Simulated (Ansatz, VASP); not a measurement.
# KCl (Sylvite): VASP beside Ansatz

Aim: how closely do two programs agree when they are given the same cell, functional and k mesh?

Main program and level: Ansatz 0.2.0; plane waves, with VASP 6.6.1 beside it; single point at PBE.

## Step 1: The starting structure

The structure is cubic, space group Fm-3m (No. 225). The conventional cell has a = 6.293 Å, b = 6.293 Å, c = 6.293 Å, α = 90.00°, β = 90.00°, γ = 90.00°. Nearest to K lie 6 Cl at 3.15 Å. Cl has 6 K at 3.15 Å nearest. Farther neighbours and most contacts between anions are not listed.

## Step 2: VASP: single point, PBE

With cell and atoms fixed, the geometry can't cause a difference; cores, projectors, grids and the points listed under the comparison can.

Lines of VASP's logs that name or quote its potential files are left out, and so is its time.

Contents of INCAR:

```
SYSTEM = KCl
PREC = Accurate
ENCUT = 400
EDIFF = 1E-07
NELM = 100
ISMEAR = 0
SIGMA = 0.01
LREAL = .FALSE.
ALGO = Normal
GGA = PE
NBANDS = 14
LORBIT = 11
LWAVE = .FALSE.
LCHARG = .FALSE.
KPAR = 4
```

Contents of POSCAR:

```
KCl
1.0
    0.0000000000      3.1464700000      3.1464700000
    3.1464700000      0.0000000000      3.1464700000
    3.1464700000      3.1464700000      0.0000000000
K Cl
1 1
Direct
    0.0000000000      0.0000000000      0.0000000000
    0.5000000000      0.5000000000      0.5000000000
```

Contents of KPOINTS:

```
Automatic mesh
0
Gamma
5 5 5
0 0 0
```

The projector-augmented-wave data sets are K_sv and Cl (PBE family, release 64).

On the command line:

```
$ mpirun -np 4 vasp_std
```

Numbers of over 12 decimals in the logs are rounded to 6 here.

The log of the run:

```text
[banner, memory and clock lines left out]
running    4 mpi-ranks, on    1 nodes
 distrk:  each k-point on    1 cores,    4 groups
 distr:  one band on    1 cores,    1 groups

 POSCAR found type information on POSCAR K Cl
 POSCAR found :  2 types and       2 ions
 LDA part: xc-table for (Slater+PW92), standard interpolation
 POSCAR, INCAR and KPOINTS ok, starting setup
 FFT: planning ... GRIDC
 FFT: planning ... GRID_SOFT
 FFT: planning ... GRID
 WAVECAR not read
 entering main loop
       N       E                     dE             d eps       ncg     rms          rms(c)
DAV:   1     0.833990863161E+02    0.83399E+02   -0.59271E+03   280   0.818E+02
DAV:   2    -0.253929378233E+01   -0.85938E+02   -0.81603E+02   360   0.227E+02
DAV:   3    -0.693903306736E+01   -0.43997E+01   -0.43813E+01   370   0.466E+01
DAV:   4    -0.709419429619E+01   -0.15516E+00   -0.15507E+00   428   0.811E+00
DAV:   5    -0.709531935961E+01   -0.11251E-02   -0.11250E-02   382   0.781E-01    0.333E+00
DAV:   6    -0.680486198545E+01    0.29046E+00   -0.46491E-01   334   0.348E+00    0.273E+00
DAV:   7    -0.678967332457E+01    0.15189E-01   -0.11369E-01   370   0.189E+00    0.157E+00
DAV:   8    -0.680214230544E+01   -0.12469E-01   -0.18923E-02   364   0.100E+00    0.178E-01
DAV:   9    -0.680292782307E+01   -0.78552E-03   -0.85536E-04   364   0.189E-01    0.993E-02
DAV:  10    -0.680355000259E+01   -0.62218E-03   -0.63279E-04   304   0.165E-01    0.165E-02
DAV:  11    -0.680355550568E+01   -0.55031E-05   -0.20854E-05   372   0.281E-02    0.109E-02
DAV:  12    -0.680355755970E+01   -0.20540E-05   -0.42882E-06   310   0.133E-02    0.230E-03
DAV:  13    -0.680355778529E+01   -0.22559E-06   -0.47971E-07   308   0.495E-03    0.502E-04
DAV:  14    -0.680355784175E+01   -0.56460E-07   -0.48897E-08   274   0.154E-03
   1 F= -.68035578E+01 E0= -.68035578E+01  d E =-.163815E-12
```

From OUTCAR (step 2):

```text
ion  position               nearest neighbor table
   1  0.000  0.000  0.000-   2 3.15   2 3.15   2 3.15   2 3.15   2 3.15   2 3.15
   2  0.500  0.500  0.500-   1 3.15   1 3.15   1 3.15   1 3.15   1 3.15   1 3.15

  LATTYP: Found a face centered cubic cell.
 ALAT       =     6.2929400000

 Subroutine GETGRP returns: Found 48 space group operations
 (whereof 48 operations were pure point group operations)

The static configuration has the point symmetry O_h .

 Found     10 irreducible k-points:

   k-points           NKPTS =     10   k-points in BZ     NKDIM =     10   number of bands    NBANDS=     14

   dimension x,y,z NGX =    30 NGY =   30 NGZ =   30
   dimension x,y,z NGXF=    60 NGYF=   60 NGZF=   60

   ENCUT  =  400.0 eV  29.40 Ry    5.42 a.u.   7.26  7.26  7.26*2*pi/ulx,y,z

   NELECT =      16.0000    total number of electrons

 k-points in reciprocal lattice and weights: Automatic mesh
   0.00000000  0.00000000  0.00000000       0.008
   0.20000000  0.00000000  0.00000000       0.064
   0.40000000  0.00000000  0.00000000       0.064
   0.20000000  0.20000000  0.00000000       0.048
   0.40000000  0.20000000  0.00000000       0.192
  -0.40000000  0.20000000  0.00000000       0.192
  -0.20000000  0.20000000  0.00000000       0.096
   0.40000000  0.40000000  0.00000000       0.048
  -0.40000000  0.40000000  0.00000000       0.096
  -0.40000000  0.40000000  0.20000000       0.192

 average (electrostatic) potential at core
       1 -36.3014       2 -94.3694

 E-fermi :  -1.7956

 k-point     1 :       0.0000    0.0000    0.0000
  band No.  band energies     occupation
    ...
      4     -12.5000      2.00000
      5     -12.5000      2.00000
      6      -1.8410      2.00000
      7      -1.8410      2.00000
      8      -1.8410      2.00000
      9       3.3450      0.00000
     10       6.5391      0.00000
     11       6.5391      0.00000
     12       6.5391      0.00000
     13       7.4160      0.00000
    ...

 k-point     2 :       0.2000    0.0000    0.0000
  band No.  band energies     occupation
    ...
      4     -12.5033      2.00000
      5     -12.4114      2.00000
      6      -2.2632      2.00000
      7      -1.9584      2.00000
      8      -1.9584      2.00000
      9       4.2188      0.00000
     10       6.3376      0.00000
     11       7.0297      0.00000
     12       7.0297      0.00000
     13       7.9430      0.00000
    ...

 k-point     3 :       0.4000    0.0000    0.0000
  band No.  band energies     occupation
    ...
      4     -12.5085      2.00000
      5     -12.2807      2.00000
      6      -2.8118      2.00000
      7      -2.1364      2.00000
      8      -2.1364      2.00000
      9       5.5563      0.00000
     10       6.6002      0.00000
     11       8.2741      0.00000
     12       8.2741      0.00000
     13       9.1455      0.00000
    ...

  Total        0.3059524      0.3059524      0.3059524      0.0000000     -0.0000000     -0.0000000
  in kB        7.8679867      7.8679867      7.8679867      0.0000000     -0.0000000     -0.0000000
  external PRESSURE =       7.8679867 kB  Pullay stress =       0.0000000 kB

  energy-cutoff  :      400.00
  volume of cell :       62.30
      direct lattice vectors                 reciprocal lattice vectors
     0.000000000  3.146470000  3.146470000    -0.158908237  0.158908237  0.158908237
     3.146470000  0.000000000  3.146470000     0.158908237 -0.158908237  0.158908237
     3.146470000  3.146470000  0.000000000     0.158908237  0.158908237 -0.158908237

 POSITION                                       TOTAL-FORCE (eV/Angst)
 -----------------------------------------------------------------------------------
      0.00000      0.00000      0.00000        -0.000000     -0.000000      0.000000
      3.14647      3.14647      3.14647         0.000000      0.000000     -0.000000
 -----------------------------------------------------------------------------------
    total drift:                                0.000000      0.000000      0.000000

  FREE ENERGIE OF THE ION-ELECTRON SYSTEM (eV)
  ---------------------------------------------------
  free  energy   TOTEN  =        -6.8035578417 eV

  energy  without entropy=       -6.8035578417  energy(sigma->0) =       -6.80355784

 total charge
# of ion       s       p       d       tot
------------------------------------------
    1        1.957   5.581   0.025   7.563
    2        1.588   3.569   0.000   5.157
--------------------------------------------------
tot          3.545   9.150   0.025  12.721

[... 3 further parts left out ...]
```

The run ends at a pressure of 0.79 GPa.

## Step 3: Ansatz: single point, PBE

Ansatz runs on its default PAW (the set named soft_2) files.

The same cell, functional, mesh and smearing now go to Ansatz, which takes its cutoff from its data sets.

Contents of input.yaml:

```yaml
crystal:
  lattice:
    - [0.0, 3.14647, 3.14647]
    - [3.14647, 0.0, 3.14647]
    - [3.14647, 3.14647, 0.0]
  atoms:
    - { symbol: K, position: [0.0, 0.0, 0.0] }
    - { symbol: Cl, position: [0.5, 0.5, 0.5] }
hamiltonian:
  xc: pbe
  pseudopotentials: { kind: paw }
kpoints:
  mp_grid: { grid: [5, 5, 5] }
scf:
  occupations: { method: gaussian, width: 0.01 }
  n_extra_bands: 4
output:
  forces: true
  stress: true
  eigenvalues: true
```

On the command line:

```
$ ansatz run input.yaml --threads 2 --pin off --max-ram 4608MiB --backend cpu --events-out ev --progress --plain --runs-dir out
```

The log of the run:

```text
scf.n_extra_bands = 4 over 8 filled bands (N_el = 16.0): the run solves 12 bands
Engine: ansatz 0.2.0, aarch64-unknown-linux-gnu
Pseudopotentials: kind: paw
Pseudopotential: K, paw, valence charge 9, recommended cutoff 420 eV (normal), K.paw.azcp
Pseudopotential: Cl, paw, valence charge 7, recommended cutoff 420 eV (normal), Cl.paw.azcp
Functional definition: PBE
  parameter kappa = 0.804
  parameter beta = 0.066725
  exchange = pbe_x(kappa = kappa, mu = beta*pi^2/3)
  correlation = pbe_c(beta = beta)
Crystal: 2 atoms, lattice volume = 62.302 Å³
Basis set: ecut = 420 eV, 1243 PW (Γ), exchange–correlation on 60×60×60 points (8 copies of the dense FFT grid, shifted against one another)
Bands: 12, of which v1, the nominal top of the filled ones, is band 8 counted from 1 (7 counted from 0)
Symmetry: 48 space group operations
Space group: Fm-3m (ITA 225), of the structure as read, at distance tolerance 4.0e-5 Å
k-points: 10 of 125
Non-local potential: K, projectors of the file, l = 0: 3, l = 1: 2, l = 2: 2
Non-local potential: Cl, projectors of the file, l = 0: 2, l = 1: 2, l = 2: 2
PAW form: soft (Blöchl's): semilocal exchange-correlation on the pseudo side does not see the compensation charge
PAW one-centre angular grid: K, 110 points (default); XC on 64 Gauss nodes
PAW one-centre angular grid: Cl, 110 points (default); XC on 64 Gauss nodes
Initial density: superposition of atomic densities (neutral atoms: chi_scale 0, normalization atom), corrected by the library's trained network
Initial wavefunctions: pseudopotential atomic-orbital guess
Functional: x = pbe(κ = 0.804, μ = 0.219515), c = pbe(β = 0.066725)
SCF iter   1: F=—  HF=-2621.220322 eV  |F-HF|=—  |Δ(HF+E_count)|=         —  Δρ=2.15e-4  dr2=1.59e-5  ethr=1.77e-3  ⟨swp⟩=6.5  Hψ=771  notcnv=0
preconditioner: auto → none  [insulator: Δε(μ)=5.182 eV  Ē_g=15.284 eV  σ=0.010 eV  W_gap=1.00  n_scr=14 (ndim 8)  ℏωp=17.6 eV  f_vac=0.081  D(μ)=0.00/eV (n_scr^D=0)  ε∞_Penn≈2.3]
SCF iter   2: F=—  HF=-2621.220062 eV  |F-HF|=—  |Δ(HF+E_count)|=   2.60e-4  Δρ=2.36e-4  dr2=4.91e-5  ethr=9.91e-8  ⟨swp⟩=3.4  Hψ=375  notcnv=0
SCF iter   3: F=—  HF=-2621.220050 eV  |F-HF|=—  |Δ(HF+E_count)|=   1.17e-5  Δρ=1.04e-4  dr2=7.91e-6  ethr=9.91e-8  ⟨swp⟩=2.0  Hψ=186  notcnv=0
SCF iter   4: F=—  HF=-2621.220051 eV  |F-HF|=—  |Δ(HF+E_count)|=   1.19e-6  Δρ=2.62e-5  dr2=5.04e-7  ethr=4.94e-8  ⟨swp⟩=2.0  Hψ=190  notcnv=0
iter 5 did not close the SCF: its close was put off for the readings that it lacked (scf_convergence_deferred on its scf_iter line)
SCF iter   5: F=-2621.220051 eV  HF=-2621.220051 eV  |F-HF|=6.29e-8  |Δ(HF+E_count)|=   1.70e-8  Δρ=1.04e-5  dr2=8.16e-8  ethr=3.15e-9  ⟨swp⟩=2.0  Hψ=150  notcnv=0
SCF iter   6: F=-2621.220051 eV  HF=-2621.220051 eV  |F-HF|=1.29e-9  |Δ(HF+E_count)|=   2.29e-8  Δρ=1.51e-6  dr2=1.61e-9  ethr=5.10e-10  ⟨swp⟩=2.0  Hψ=390  notcnv=0
SCF 1 converged in 6 iterations: F = -2621.220051 eV  dr2 = 1.61e-9
  greatest PAW one-centre occupation: 0.987 electrons in one spin orbital (limit 2), on the K atom at site 0 (counted from 0), in its partial waves of l = 0
SCF converged after 6 iterations
Free energy (F): -2621.220051 eV
Harris-Foulkes:  -2621.220051 eV  (|F-HF|=1.29e-9)
Internal energy: -2621.220051 eV  (E = F + TS)
E sigma→0 (E₀):  -2621.220051 eV
Fermi energy:    3.447998 eV
--- Per-component energies (eV) ---
  E_band       = -131.538235
  E_kinetic    = 416.292117
  E_local      = -835.237779  (includes V_loc(G=0)·N_el)
  E_nonlocal   = 41.058343
  E_hartree    = 280.130603
  E_xc         = -243.260596
  E_vxc        = -288.139984  (∫ρ·V_xc dr)
  E_paw        = -1441.182179  (= ΣΔE_a)
  E_vpaw       = -25.771987  (= ΣTr[D̂ρ^β])
  E_aug_tail   = 0.000085  (compensation charges beyond the density's cutoff)
  E_ewald      = -839.020646
  E_smearing   = -0.000000  (= −TS)
  E_closure    = 0.000000  (closes the sum)
  Σ components = -2621.220051   (vs F -2621.220051, Δ=0.00e0)
--- Forces (eV/Å), atoms counted from 1 ---
  atom   1  K     -0.00000000     0.00000000    -0.00000000
  atom   2  Cl     0.00000000    -0.00000000    -0.00000000
  max |Σ_I F_I| component: 8.81e-30 eV/Å
--- Stress (GPa, compression-positive) ---
        0.755045      -0.000000       0.000000
       -0.000000       0.755045      -0.000000
       -0.000000       0.000000       0.755045
  P = ⅓ Tr σ = 0.7550 GPa (7.550 kbar)
--- Band table (eV; the first three rows and the last of 10) ---
  k-point 0: bands = [... 4 lower, -9.7995, 0.8535, 0.8535, 0.8535, 6.0425, 9.2167, 9.2167, 9.2167]
  k-point 1: bands = [... 4 lower, -9.7111, 0.4319, 0.7358, 0.7358, 6.9155, 9.0187, 9.7032, 9.7032]
  k-point 2: bands = [... 4 lower, -9.5807, -0.1161, 0.5574, 0.5574, 8.2441, 9.2916, 10.9371, 10.9371]
  k-point 9: bands = [... 4 lower, -9.7057, 0.1778, 0.4725, 0.4789, 8.4763, 9.1324, 10.3459, 11.1642]
```

Run time: 0.57 s. Hardware: 2 threads of Arm Neoverse V2, shared host; peak memory 0.27 GiB.

The column dr2 measures how far the density is from self-consistency, as an energy; F and HF (Harris–Foulkes) agree once it is small.

The run ends at a pressure of 0.76 GPa.

## Step 4: Comparison

Known differences besides the potentials themselves: the cutoff is 420 eV in Ansatz and 400 eV in VASP; VASP leaves aspherical gradient terms in its spheres out (LASPH is not set), Ansatz keeps them. Total energies have different zeros and are not compared.

Both answers:

```csv
quantity,Ansatz,VASP,difference
pressure (GPa),0.76,0.79,-0.03
gap on the k mesh (eV),5.189,5.186,+0.003
```

A gap on the mesh is an upper bound, since the band edges may lie between its points.

## Step 5: Summary of results

```yaml
difference_in_gap_on_the_k_mesh_single_point_pbe: 0.0030 eV
```

The difference in gap on the k mesh is 0.0030 eV (single point, PBE), within the 0.08 eV picked in this series as the mark of a large difference. How closely two codes agree says nothing of how well the functional describes the real material.

[Lines on the potential files, build, host, timing and source positions are cut from VASP's logs without a mark.]

[Logs are printed without paths, hosts, clocks, repeated set-up lines and the standing remarks that a program may print on its own settings, such as how far it seeks lower states.]

[Hosts, paths, dates, database ids (printed as entryN), source tags and the programs' standing remarks are cut or masked in the printed files.]
